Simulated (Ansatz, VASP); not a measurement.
# Cross-check of Si (Si (Fd-3m)) between VASP and Ansatz, part 2 of 2

Wanted: the spread between two codes on one cell, functional and k mesh. The cell is taken from a series of runs on this material, whose earlier steps may have relaxed, scaled, displaced or heated it; both programs get it as it stands.

VASP 6.6.1 and Ansatz 0.2.0.

So far: The structure; VASP: single point, PBEsol.

### Step 2. VASP: single point, PBEsol (continued)

Level of this step: PBEsol; plane waves and PAW (Si) (VASP).

Numbers of over 12 decimals in the logs are rounded to 6 here.

From OUTCAR (step 2):

```text
ion  position               nearest neighbor table
   1  0.750  0.750  0.750-   2 2.35   2 2.35   2 2.35   2 2.35
   2  0.500  0.500  0.500-   1 2.35   1 2.35   1 2.35   1 2.35

  LATTYP: Found a face centered cubic cell.
 ALAT       =     5.4334771400

 Subroutine GETGRP returns: Found 12 space group operations
 (whereof  6 operations were pure point group operations)

The static configuration has the point symmetry C_3v.
 The point group associated with its full space group is D_3d.

   k-points           NKPTS =    512   k-points in BZ     NKDIM =    512   number of bands    NBANDS=     10

   dimension x,y,z NGX =    28 NGY =   28 NGZ =   28
   dimension x,y,z NGXF=    56 NGYF=   56 NGZF=   56

   ENCUT  =  400.0 eV  29.40 Ry    5.42 a.u.   6.27  6.27  6.27*2*pi/ulx,y,z

   NELECT =       8.0000    total number of electrons

 k-points in reciprocal lattice and weights: Points of the shifted mesh
   0.06250000  0.06250000  0.06250000       0.002
   0.06250000  0.06250000  0.18750000       0.002
   0.06250000  0.06250000  0.31250000       0.002
   0.06250000  0.06250000  0.43750000       0.002
   0.06250000  0.06250000  0.56250000       0.002
   0.06250000  0.06250000  0.68750000       0.002
   0.06250000  0.06250000  0.81250000       0.002
   0.06250000  0.06250000  0.93750000       0.002
   0.06250000  0.18750000  0.06250000       0.002
[...]
0.93750000  0.93750000  0.81250000       0.002
   0.93750000  0.93750000  0.93750000       0.002

 average (electrostatic) potential at core
       1 -83.0541       2 -83.0541

 E-fermi :   6.0357

 k-point     1 :       0.0625    0.0625    0.0625
  band No.  band energies     occupation
      1      -6.1543      2.00000
      2       5.2456      2.00000
      3       5.6839      2.00000
      4       5.6839      2.00000
      5       8.3454      0.00000
      6       8.4192      0.00000
      7       8.4192      0.00000
      8       9.4646      0.00000
      9      13.2905      0.00000
    ...

 k-point     2 :       0.0625    0.0625    0.1875
  band No.  band energies     occupation
      1      -5.8824      2.00000
      2       3.7216      2.00000
      3       4.8596      2.00000
      4       5.5678      2.00000
      5       8.4274      0.00000
      6       8.6659      0.00000
      7       8.9639      0.00000
      8      10.8855      0.00000
      9      12.4357      0.00000
    ...

 k-point     3 :       0.0625    0.0625    0.3125
  band No.  band energies     occupation
      1      -5.2250      2.00000
      2       1.4634      2.00000
      3       4.3698      2.00000
      4       5.0988      2.00000
      5       7.9795      0.00000
      6       9.1508      0.00000
      7       9.4274      0.00000
      8      12.3251      0.00000
      9      12.4801      0.00000
    ...

  Total        0.0280661      0.0280661      0.0280661     -0.0191833     -0.0191833     -0.0191833
  in kB        1.1212916      1.1212916      1.1212916     -0.7664073     -0.7664073     -0.7664073
  external PRESSURE =       1.1212916 kB  Pullay stress =       0.0000000 kB

  energy-cutoff  :      400.00
  volume of cell :       40.10
      direct lattice vectors                 reciprocal lattice vectors
     0.000000000  2.716738570  2.716738570    -0.184044209  0.184044209  0.184044209
     2.716738570  0.000000000  2.716738570     0.184044209 -0.184044209  0.184044209
     2.716738570  2.716738570  0.000000000     0.184044209  0.184044209 -0.184044209

 POSITION                                       TOTAL-FORCE (eV/Angst)
 -----------------------------------------------------------------------------------
      4.07565      4.07565      4.07565        -0.012172     -0.012172     -0.012172
      2.71620      2.71620      2.71620         0.012172      0.012172      0.012172
 -----------------------------------------------------------------------------------
    total drift:                               -0.000000     -0.000000     -0.000000

  FREE ENERGIE OF THE ION-ELECTRON SYSTEM (eV)
  ---------------------------------------------------
  free  energy   TOTEN  =       -11.4935595312 eV

  energy  without entropy=      -11.4935595312  energy(sigma->0) =      -11.49355953

 total charge
# of ion       s       p       d       tot
------------------------------------------
    1        0.752   0.937   0.000   1.690
    2        0.752   0.937   0.000   1.690
--------------------------------------------------
tot          1.505   1.875   0.000   3.380

[... 3 further parts left out ...]
```

The run ends at a pressure of 0.11 GPa, with forces up to 0.021 eV/Å.

### Step 3. Ansatz: single point, PBEsol

Ansatz runs on norm-conserving files, of PseudoDojo where its log says so.

The same cell, functional and mesh now go to Ansatz.

input.yaml

```yaml
crystal:
  lattice:
    - [0.0, 2.71673857, 2.71673857]
    - [2.71673857, 0.0, 2.71673857]
    - [2.71673857, 2.71673857, 0.0]
  atoms:
    - { symbol: Si, position: [0.7500999944955, 0.7500999944955, 0.7500999944955] }
    - { symbol: Si, position: [0.4999000055045, 0.4999000055045, 0.4999000055045] }
basis:
  ecutwfc: 1200.0
  ecutrho_ratio: 4
  xc_grid: 2
  fft_grid_basis: typed
  precision: f64
kpoints:
  mp_grid: { grid: [8, 8, 8], shift: [0.5, 0.5, 0.5] }
  band_path: { path: [VBM, CBM], npoints: 1 }
hamiltonian:
  xc: pbesol
  pseudopotentials: { kind: nc }
scf:
  max_iter: 100
  self_checks: high
  occupations: { method: fixed }
checkpoint:
  write: "../host.fnc.run"
  compress: false
  write_wavefunctions: true
  write_every: 100000
```

Run with:

```console
> ansatz run input.yaml --threads 8 --pin off --max-ram 18841MiB --backend cpu --events-out ev --progress --plain --runs-dir out
```

The program printed:

```text
Engine: ansatz 0.2.0, aarch64-unknown-linux-gnu
Pseudopotentials: kind: nc
Pseudopotential: Si, nc, valence charge 4, recommended cutoff 489.804952 eV (normal), Si.nc.azcp (PseudoDojo's, or run here from an input of PseudoDojo's: the run reads no file of this project's for it)
Functional definition: PBEsol
  exchange = pbesol_x
  correlation = pbesol_c
Crystal: 2 atoms, lattice volume = 40.103 Å³
Basis set: ecut = 1200 eV, 3767 PW (Γ), exchange–correlation on 90×90×90 points (8 copies of the dense FFT grid, shifted against one another)
Bands: 8, of which v1, the nominal top of the filled ones, is band 4 counted from 1 (3 counted from 0)
Symmetry: 12 space group operations
Space group: R-3m (ITA 166), of the structure as read, at distance tolerance 3.4e-5 Å
k-points: 60 of 512
Non-local potential: Si, projectors of the file, l = 0: 2, l = 1: 2, l = 2: 2
Initial density: superposition of atomic densities (chi_scale 0.1, normalization cell)
Initial wavefunctions: pseudopotential atomic-orbital guess
Functional: x = pbesol(κ = 0.804, μ = 0.123457), c = pbesol(β = 0.046)
SCF iter   1: F=—  HF=-230.507655 eV  |F-HF|=—  |Δ(HF+E_count)|=         —  Δρ=4.55e-2  dr2=7.50e-1  ethr=3.10e-3  ⟨swp⟩=4.3  Hψ=3458  notcnv=0  defer=105
preconditioner: auto → none  [insulator: Δε(μ)=1.069 eV  Ē_g=9.550 eV  n_scr=8 (ndim 8)  ℏωp=16.6 eV  f_vac=0.000  ε∞_Penn≈4.0]
SCF iter   2: F=—  HF=-230.319865 eV  |F-HF|=—  |Δ(HF+E_count)|=   1.88e-1  Δρ=1.95e-2  dr2=1.18e-1  ethr=3.10e-3  ⟨swp⟩=1.9  Hψ=1063  notcnv=0  defer=110
SCF iter   3: F=—  HF=-230.291159 eV  |F-HF|=—  |Δ(HF+E_count)|=   2.87e-2  Δρ=1.51e-3  dr2=5.96e-4  ethr=1.48e-3  ⟨swp⟩=1.5  Hψ=546  notcnv=0  defer=112
SCF iter   4: F=—  HF=-230.291509 eV  |F-HF|=—  |Δ(HF+E_count)|=   3.50e-4  Δρ=2.54e-4  dr2=1.47e-5  ethr=7.45e-6  ⟨swp⟩=2.1  Hψ=812  notcnv=0  defer=115
SCF iter   5: F=—  HF=-230.291508 eV  |F-HF|=—  |Δ(HF+E_count)|=   4.57e-7  Δρ=1.79e-5  dr2=1.78e-7  ethr=1.84e-7  ⟨swp⟩=2.2  Hψ=678  notcnv=0  defer=54
SCF iter   6: F=-230.291508 eV  HF=-230.291508 eV  |F-HF|=2.31e-9  |Δ(HF+E_count)|=   8.40e-8  Δρ=3.19e-6  dr2=5.63e-9  ethr=1.25e-9  ⟨swp⟩=5.2  Hψ=2926  notcnv=0
SCF 1 converged in 6 iterations: F = -230.291508 eV  dr2 = 5.63e-9
NSCF: frozen V_eff on 32 k-points
NSCF: frozen V_eff on 32 k-points
[...]
SCF converged after 6 iterations
Free energy (F): -230.291508 eV
Harris-Foulkes:  -230.291508 eV  (|F-HF|=2.31e-9)
Internal energy: -230.291508 eV  (E = F + TS)
E sigma→0 (E₀):  -230.291508 eV
Fermi energy:    6.073025 eV
--- Per-component energies (eV) ---
  E_band       = 8.627671
  E_kinetic    = 83.219158
  E_local      = -49.860971  (includes V_loc(G=0)·N_el)
  E_nonlocal   = 33.756704
  E_hartree    = 14.639890
  E_xc         = -83.631326
  E_vxc        = -87.766935  (∫ρ·V_xc dr)
  E_ewald      = -228.414963
  E_smearing   = -0.000000  (= −TS)
  E_closure    = 0.000000  (closes the sum)
  Σ components = -230.291508   (vs F -230.291508, Δ=0.00e0)
--- Band table (eV; the first three rows and the last of 60) ---
  k-point 0: bands = ["-5.7655", "5.6329", "6.0730", "6.0730", "8.7286", "8.8048", "8.8048", "9.8224"]
  k-point 1: bands = ["-5.4938", "4.1068", "5.2479", "5.9564", "8.8076", "9.0515", "9.3489", "11.2527"]
  k-point 2: bands = ["-4.8372", "1.8490", "4.7573", "5.4865", "8.3589", "9.5384", "9.8162", "12.7068"]
  k-point 59: bands = ["-3.3221", "-0.7107", "3.7276", "4.7078", "8.3270", "9.6206", "10.0620", "14.2263"]
```

### Step 4. Differences

Known differences besides the potentials themselves: fixed occupations in Ansatz, narrow Gaussian smearing in VASP; the cutoff is 1200 eV in Ansatz and 400 eV in VASP. Total energies have different zeros and are not compared.

Compared:

```csv
quantity,Ansatz,VASP,difference
gap on the k mesh (eV),0.709,0.704,+0.005
```

A gap on the mesh is an upper bound, since the band edges may lie between its points.

### Step 5. Outcome

```yaml
difference_in_gap_on_the_k_mesh_single_point_pbesol: 0.0054 eV
```

**Reading.** The difference in gap on the k mesh is 0.0054 eV (single point, PBEsol), within the 0.08 eV picked in this series as the mark of a large difference. 1 further run of this series is not shown here. How closely two codes agree says nothing of how well the functional describes the real material.

[Lines on the potential files, build, host, timing and source positions are cut from VASP's logs without a mark.]

[Logs are printed without paths, hosts, clocks, repeated set-up lines and the standing remarks that a program may print on its own settings, such as how far it seeks lower states.]

[Hosts, paths, dates, database ids (printed as entryN), source tags and the programs' standing remarks are cut or masked in the printed files.]
